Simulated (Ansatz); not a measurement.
## Pressure against volume: SnO

```cif
data_structure
_symmetry_space_group_name_H-M 'Fm-3m'
_symmetry_Int_Tables_number 225
_cell_length_a 5.1180
_cell_length_b 5.1180
_cell_length_c 5.1180
_cell_angle_alpha 90.000
_cell_angle_beta 90.000
_cell_angle_gamma 90.000
_cell_volume 134.06
loop_
_atom_site_label
_atom_site_type_symbol
_atom_site_symmetry_multiplicity
_atom_site_Wyckoff_symbol
_atom_site_fract_x
_atom_site_fract_y
_atom_site_fract_z
_atom_site_occupancy
Sn1 Sn 4 a 0.00000 0.00000 0.00000 1
O1 O 4 b 0.50000 0.00000 0.00000 1
```

The runs use the primitive cell with vectors (0.000, 2.559, 2.559), (2.559, 0.000, 2.559), (2.559, 2.559, 0.000) Å, to which the k mesh refers.

The cell was built from the rocksalt type and relaxed in the same program, and has space group Fm-3m; it needn't be a known or the stable phase.

Spin–orbit coupling is left out, though it moves levels of the heavy atoms by tenths of an eV or more.

All numbers are computed: DFT, PBE, all-electron LAPW, scalar-relativistic (Ansatz 0.2.0); DFT, PBE, PAW with Ansatz's default frozen-core files, scalar-relativistic (Ansatz 0.2.0).

For LAPW: a Γ-centred 14×14×14 k mesh, Fermi–Dirac smearing of 0.03 eV, basis error target 1 meV/atom, no spin polarisation. PAW takes a cutoff of 420 eV at this cell. The Ansatz runs share mesh, smearing and spin set-up. Plane-wave (PAW) pressures include the program's estimate of the Pulay term.

The cell above is scaled evenly, with fractional coordinates and shape held.

(1) Estimate the equilibrium volume and bulk modulus that LAPW (all electrons) gives for this fixed shape.

## Answers

(1) V0 = 16.76 Å³/atom, B0 = 91 GPa, B0′ = 4.5, from a third-order Birch–Murnaghan fit to these pressures:
| V/V(cell) | V (Å³/atom) | P, LAPW (GPa) | P, PAW (GPa) | free energy over the lowest listed, PAW (meV/atom) |
| --- | --- | --- | --- | --- |
| 0.9500 | 15.919 | 5.27 | 5.26 | 13.2 |
| 0.9750 | 16.338 | 2.49 | 2.47 | 3.2 |
| 1.0000 | 16.757 | 0.04 | 0.01 | 0.0 |
| 1.0250 | 17.176 | -2.09 | -2.11 | 2.8 |
| 1.0500 | 17.595 | -3.92 | -3.94 | 10.8 |
